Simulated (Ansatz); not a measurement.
# Structure relaxation of Si

Level of theory: DFT PBEsol, scalar-relativistic, plane waves, PAW in Ansatz. Cutoff 420 eV, Γ-centred k mesh, Gaussian smearing, no spin polarisation in the final step.

A relaxed cell is given with its space group left out.

```xyz
4
Lattice="3.8249 0.0000 0.0000 -1.9124 3.3125 0.0000 0.0000 0.0000 6.3243" Properties=species:S:1:pos:R:3 pbc="T T T"
Si    0.0000    2.2083    0.3984
Si    1.9124    1.1042    3.5606
Si    0.0000    2.2083    2.7637
Si    1.9124    1.1042    5.9259
```

Energies count from the standard state of Si at the same level.

(1) What space group does it have?

(2) How far above the standard state of Si does it lie?

(3) Is it a metal?

Answers

(1) P6_3/mmc (No. 194). Conventional cell: a = 3.825 Å, c = 6.324 Å. Si is coordinated by 4 Si at 2.35–2.37 Å.

(2) 0.009 eV/atom.

(3) No, the gap on the 12×12×6 mesh is 0.30 eV.

The final run used a 12×12×6 mesh on its 4-atom cell and 0.01 eV smearing.

This form isn't the element's structure at ambient conditions.